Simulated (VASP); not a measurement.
# SnTe (F-43m) in VASP: notebook, part 2 of 3

VASP 6.6.1. Earlier steps stand in the parts before.

**3. Dielectric tensor, PBEsol**

Input file INCAR:

```
SYSTEM = SnTe
PREC = Accurate
ENCUT = 400
EDIFF = 1E-8
ISMEAR = 0
SIGMA = 0.01
LREAL = .FALSE.
LASPH = .TRUE.
NELM = 100
ALGO = Normal
ISIF = 2
LWAVE = .FALSE.
LCHARG = .FALSE.
GGA = PS
LEPSILON = .TRUE.
```

Input file KPOINTS:

```
regular mesh
0
G
  6 6 6
  0 0 0
```

Input file POSCAR:

```
SnTe
1.0
    0.0000000000      3.6111460000      3.6111460000
    3.6111460000      0.0000000000      3.6111460000
    3.6111460000      3.6111460000      0.0000000000
Te Sn
1 1
Direct
    0.2500000000      0.2500000000      0.2500000000
    0.0000000000      0.0000000000      0.0000000000
```

Potentials or basis: VASP PAW PBE potentials, release 64 (Te, Sn_d).

On the command line:

```console
$ cat potpaw_PBE.64/Te/POTCAR potpaw_PBE.64/Sn_d/POTCAR > POTCAR
$ mpirun -np 1 vasp_std > vasp.out
```

OUTCAR:

```text
SYSTEM = SnTe
   PREC = Accurate
   ENCUT = 400
   EDIFF = 1E-8
   ISMEAR = 0
   LREAL = .FALSE.
   LASPH = .TRUE.
   NELM = 100
   ISIF = 2
   GGA = PS
   LEPSILON = .TRUE.

 Found     16 irreducible k-points:

 Following reciprocal coordinates:
            Coordinates               Weight
  0.000000  0.000000  0.000000      1.000000
  0.166667  0.000000  0.000000      8.000000
  0.333333  0.000000  0.000000      8.000000
  0.500000  0.000000  0.000000      4.000000
  0.166667  0.166667  0.000000      6.000000
  0.333333  0.166667  0.000000     24.000000
   k-points           NKPTS =     16   k-points in BZ     NKDIM =     16   number of bands    NBANDS=     14
   number of dos      NEDOS =    301   number of ions     NIONS =      2
   total plane-waves  NPLWV =  46656
   dimension x,y,z NGX =    36 NGY =   36 NGZ =   36
   dimension x,y,z NGXF=    72 NGYF=   72 NGZF=   72
   ions per type =               1   1
   NGX,Y,Z   is equivalent  to a cutoff of  11.72, 11.72, 11.72 a.u.
   NGXF,Y,Z  is equivalent  to a cutoff of  23.44, 23.44, 23.44 a.u.
 SYSTEM =  SnTe
   PREC   = accura    normal or accurate (medium, high low for compatibility)
   ISTART =      0    job   : 0-new  1-cont  2-samecut
   ICHARG =      2    charge: 1-file 2-atom 10-const
   ISPIN  =      1    spin polarized calculation?
   LNONCOLLINEAR =      F non collinear calculations
   LSORBIT =      F    spin-orbit coupling
   LASPH  =      T    aspherical Exc in radial PAW
   ENCUT  =  400.0 eV  29.40 Ry    5.42 a.u.   8.33  8.33  8.33*2*pi/ulx,y,z
   NELM   =    100;   NELMIN=  2; NELMDL= -5     # of ELM steps
   EDIFF  = 0.1E-07   stopping-criterion for ELM
   LREAL  =      F    real-space projection
   EDIFFG = 0.1E-06   stopping-criterion for IOM
   NSW    =      0    number of steps for IOM
   IBRION =     -1    ionic relax: 0-MD 1-quasi-New 2-CG
   NFREE  =      0    steps in history (QN), initial steepest desc. (CG)
   ISIF   =      2    stress and relaxation
   ISYM   =      2    0-nonsym 1-usesym 2-fastsym
   POTIM  = 0.5000    time-step for ionic-motion
   TEBEG  =    0.0;   TEEND  =   0.0 temperature during run
[... 177 lines left out ...]
           0.000000    14.867099     0.000000
           0.000000     0.000000    14.867099
 ------------------------------------------------------

 Free energy of the ion-electron system (eV)
  ---------------------------------------------------
  ---------------------------------------------------
  free energy    TOTEN  =        -3.44106507 eV

  energy without entropy =       -3.44106507

------------------------ aborting loop because EDIFF is reached ----------------------------------------

--------------------------------------- Ionic step        2  -------------------------------------------

------------------------ aborting loop because EDIFF is reached ----------------------------------------

--------------------------------------- Ionic step        3  -------------------------------------------

 Free energy of the ion-electron system (eV)
  ---------------------------------------------------
  ---------------------------------------------------
  free energy    TOTEN  =        -3.44115644 eV

  energy without entropy =       -3.44115644

------------------------ aborting loop because EDIFF is reached ----------------------------------------

 PIEZOELECTRIC TENSOR FIELD DIRECTION 3  (e Angst)
 -----------------------------------------------------------------------------
     0.00319 -5.67327  0.00000           ( -0.00000 -0.03045  0.00000)
    -5.67327  0.00319  0.00000           ( -0.03045 -0.00000  0.00000)
     0.00000  0.00000 -0.01294           (  0.00000  0.00000 -0.00000)

 PIEZOELECTRIC TENSOR FIELD DIRECTION 3  (C/m^2)
 -----------------------------------------------------------------------------
     0.00054 -0.96511  0.00000
    -0.96511  0.00054  0.00000
     0.00000  0.00000 -0.00220

 MACROSCOPIC STATIC DIELECTRIC TENSOR (including local field effects in DFT)
 ------------------------------------------------------
          13.449433     0.000000    -0.000000
          -0.000000    13.449433    -0.000000
          -0.000000     0.000000    13.449433
 ------------------------------------------------------

 PIEZOELECTRIC TENSOR (including local field effects)  for field in x, y, z        (e  Angst)
          XX          YY          ZZ          XY          YZ          ZX
  --------------------------------------------------------------------------------
  x     0.00000     0.00000     0.00000    -0.00000    -5.65592    -0.00000
  y    -0.00000    -0.00000     0.00000    -0.00000    -0.00000    -5.65592
  z     0.00000     0.00000     0.00000    -5.65592     0.00000    -0.00000

 PIEZOELECTRIC TENSOR (including local field effects)  for field in x, y, z        (C/m^2)
          XX          YY          ZZ          XY          YZ          ZX
  --------------------------------------------------------------------------------
  x     0.00000     0.00000     0.00000    -0.00000    -0.96216    -0.00000
  y    -0.00000    -0.00000     0.00000    -0.00000    -0.00000    -0.96216
  z     0.00000     0.00000     0.00000    -0.96216     0.00000    -0.00000

 BORN EFFECTIVE CHARGES (including local field effects) (in |e|, cummulative output)
 ---------------------------------------------------------------------------------
 ion    1
    1    -2.15291     0.00000    -0.00000
    2     0.00000    -2.15291     0.00000
    3     0.00000     0.00000    -2.15291
 ion    2
    1     2.15291     0.00000     0.00000
    2     0.00000     2.15291     0.00000
    3     0.00000     0.00000     2.15291
```

OSZICAR:

```text
N       E                     dE             d eps       ncg     rms          rms(c)
DAV:   1     0.109502522857E+03    0.10950E+03   -0.82202E+03   448   0.120E+03
DAV:   2     0.275191389761E+01   -0.10675E+03   -0.10551E+03   466   0.294E+02
DAV:   3    -0.744768612981E+01   -0.10200E+02   -0.10016E+02   586   0.934E+01
[... 11 lines left out ...]
RMM:   9    -0.344115946049E+01    0.12017E-03   -0.45861E-05  2472   0.171E-02    0.404E-03
RMM:  10    -0.344128727289E+01   -0.12781E-03   -0.49123E-05  2452   0.606E-03    0.803E-04
RMM:  11    -0.344116020069E+01    0.12707E-03   -0.30416E-05  2534   0.232E-03    0.438E-04
RMM:  12    -0.344116398424E+01   -0.37835E-05   -0.21253E-05  2521   0.807E-04    0.129E-04
RMM:  13    -0.344115643604E+01    0.75482E-05   -0.39810E-06  2579   0.349E-04    0.498E-05
RMM:  14    -0.344115706763E+01   -0.63159E-06   -0.25201E-06  2012   0.142E-04    0.235E-05
RMM:  15    -0.344115643593E+01    0.63170E-06   -0.35226E-06   962   0.843E-05    0.548E-06
```

It took 3.2 min on 1 thread of Intel Xeon Platinum 8488C (Sapphire Rapids), shared host; peak memory 0.3 GiB.

These settings aren't checked as converged: the numbers below hold their error.

What came out:

* Band gap on the k mesh: 0.23 eV, indirect (least direct gap 0.76 eV)
* Electronic dielectric tensor (diagonal): 13.45
* Born charges (mean of the diagonal): Te -2.15; Sn +2.15 e

Caveat: the gap is small at this level, which inflates the dielectric constant; spin-orbit coupling is left out, which moves the levels of the heavy elements.

**4. Dielectric tensor, PBEsol**

INCAR: that of step 3 with these lines changed.

```diff
@@ -2,3 +2,3 @@
 PREC = Accurate
-ENCUT = 400
+ENCUT = 460
 EDIFF = 1E-8
```

KPOINTS is that of step 3.

POSCAR is that of step 3.

Potentials or basis: VASP PAW PBE potentials, release 64 (Te, Sn_d).

On the command line:

```console
$ cat potpaw_PBE.64/Te/POTCAR potpaw_PBE.64/Sn_d/POTCAR > POTCAR
$ mpirun -np 1 vasp_std > vasp.out
```

OUTCAR:

```text
SYSTEM = SnTe
   PREC = Accurate
   ENCUT = 460
   EDIFF = 1E-8
   ISMEAR = 0
   LREAL = .FALSE.
   LASPH = .TRUE.
   NELM = 100
   ISIF = 2
   GGA = PS
   LEPSILON = .TRUE.

 Found     16 irreducible k-points:

 Following reciprocal coordinates:
            Coordinates               Weight
  0.000000  0.000000  0.000000      1.000000
  0.166667  0.000000  0.000000      8.000000
  0.333333  0.000000  0.000000      8.000000
  0.500000  0.000000  0.000000      4.000000
  0.166667  0.166667  0.000000      6.000000
  0.333333  0.166667  0.000000     24.000000
[... 242 lines left out ...]
     0.00054 -0.96520  0.00000
    -0.96520  0.00054  0.00000
     0.00000  0.00000 -0.00220

 MACROSCOPIC STATIC DIELECTRIC TENSOR (including local field effects in DFT)
 ------------------------------------------------------
          13.449036    -0.000000    -0.000000
           0.000000    13.449036     0.000000
           0.000000    -0.000000    13.449036
 ------------------------------------------------------

 PIEZOELECTRIC TENSOR (including local field effects)  for field in x, y, z        (e  Angst)
          XX          YY          ZZ          XY          YZ          ZX
  --------------------------------------------------------------------------------
  x     0.00000    -0.00000     0.00000    -0.00000    -5.65643    -0.00000
  y     0.00000     0.00000     0.00000    -0.00000     0.00000    -5.65643
  z     0.00000    -0.00000     0.00000    -5.65643     0.00000     0.00000

 PIEZOELECTRIC TENSOR (including local field effects)  for field in x, y, z        (C/m^2)
          XX          YY          ZZ          XY          YZ          ZX
  --------------------------------------------------------------------------------
  x     0.00000    -0.00000     0.00000    -0.00000    -0.96225    -0.00000
  y     0.00000     0.00000     0.00000    -0.00000     0.00000    -0.96225
  z     0.00000    -0.00000     0.00000    -0.96225     0.00000     0.00000

 BORN EFFECTIVE CHARGES (including local field effects) (in |e|, cummulative output)
 ---------------------------------------------------------------------------------
 ion    1
    1    -2.15321     0.00000     0.00000
    2    -0.00000    -2.15321    -0.00000
    3    -0.00000     0.00000    -2.15321
 ion    2
    1     2.15321     0.00000     0.00000
    2     0.00000     2.15321     0.00000
    3     0.00000     0.00000     2.15321
```

It took 3.2 min on 1 thread of Intel Xeon Platinum 8488C (Sapphire Rapids), shared host; peak memory 0.32 GiB.

These settings aren't checked as converged: the numbers below hold their error.

What came out:

| Item | Value |
| --- | --- |
| Band gap on the k mesh | 0.23 eV, indirect (least direct gap 0.76 eV) |
| Electronic dielectric tensor (diagonal) | 13.45 |
| Born charges (mean of the diagonal) | Te -2.15; Sn +2.15 e |

Caveat: the gap is small at this level, which inflates the dielectric constant; spin-orbit coupling is left out, which moves the levels of the heavy elements.

(Part 2 of 3 ends here.)
